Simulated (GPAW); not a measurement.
Runs of GPAW 26.7.0 on SnSe2. Symmetry: P-3m1, No. 164, trigonal system. Conventional cell: a = 3.811 Å, b = 3.811 Å, c = 6.136 Å, α = 90.00°, β = 90.00°, γ = 120.00°. Sn (site symmetry -3m) has 6 Se at 2.68 Å as nearest neighbours. Se (site symmetry 3m) is surrounded by 3 Sn at 2.68 Å. 

| level | potentials or basis | cell | optimizer | fmax | max steps | target pressure | eigensolver | gap on the mesh (eV) | pressure (GPa) | relaxed volume (Å³/atom) | largest force (eV/Å) |
| --- | --- | --- | --- | --- | --- | --- | --- | --- | --- | --- | --- |
| BP86 | PAW data sets generated in the run's folder for this functional, pw | relaxed to 5 GPa | FIRE | 0.02 eV/Å | 60 | 5 GPa | - | 0.41 | 5.0 | - | - |
| MS2 | GPAW PAW data sets (gpaw-data 1.2.1), pw | relaxed | LBFGS | 0.02 eV/Å | 60 | - | - | (b) | -0.1 | (a) | - |
| BLYP+D3 | PAW data sets generated in the run's folder for this functional, pw | relaxed | BFGS | 0.05 eV/Å | 60 | - | davidson | 0.52 | -0.1 | 28.08 | 0.01 |
| PBEsol+D3 | PAW data sets generated in the run's folder for this functional, pw | relaxed | BFGS | 0.05 eV/Å | 40 | - | - | 0.53 | 0.2 | 24.96 | 0.03 |

Alike in all rows: task relaxation of cell and atoms; no spin polarisation; k mesh 6 × 6 × 3; cutoff (eV) 600; smearing fermi-dirac 0.05 eV.

Fill in the values left out.

(a) 28.03; (b) 1.08.

Caveats: later steps reuse the first step's grids; spin-orbit coupling is left out, which moves the levels of the heavy elements; an odd mesh through Γ misses points on the zone boundary, where band edges often lie; the PAW data sets were made with another functional, which shifts forces and pressure a little (some runs).

A k mesh can miss the band edges, and the runs leave out spin-orbit coupling on Se, Sn.

Runs at the PBE level aren't shown here.
